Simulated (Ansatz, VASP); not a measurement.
Ta in VASP and in Ansatz

```
Ta
1.0
    -1.64623    1.64623    1.64623
     1.64623   -1.64623    1.64623
     1.64623    1.64623   -1.64623
Ta
1
Direct
  0.00000 0.00000 0.00000
```

Alike in both runs: functional r2SCAN; k mesh 8 × 8 × 8; occupations gaussian, width 0.15 eV; no spin polarisation.

Ansatz relaxed the structure, and its values are those at the end. VASP's run is a single point on that final structure, the one shown.

```csv
,VASP,Ansatz
version,VASP 6.6.1,Ansatz 0.2.0
potentials or method,"VASP PAW PBE potentials, release 64 (Ta_pv)",PAW plane waves
plane-wave cutoff (eV),520,500
valence electrons in the cell,11,13
```

|  | VASP | Ansatz | Ansatz less VASP |
| --- | --- | --- | --- |
| gap on the k mesh at the Fermi level (eV) | none | none | - |
| pressure (GPa) | 0.7 | 0.0 | -0.69 |

A gap of «none» marks a metal or a gap that the smearing closes. The functional is the same, so the differences come from potentials, cutoffs and numerics. The two sets of potentials don't hold the same shells in valence.

Caveats: the PAW data sets were made with another functional, which shifts forces and pressure a little (VASP). The runs have no spin-orbit coupling, so splittings on Ta are missing.
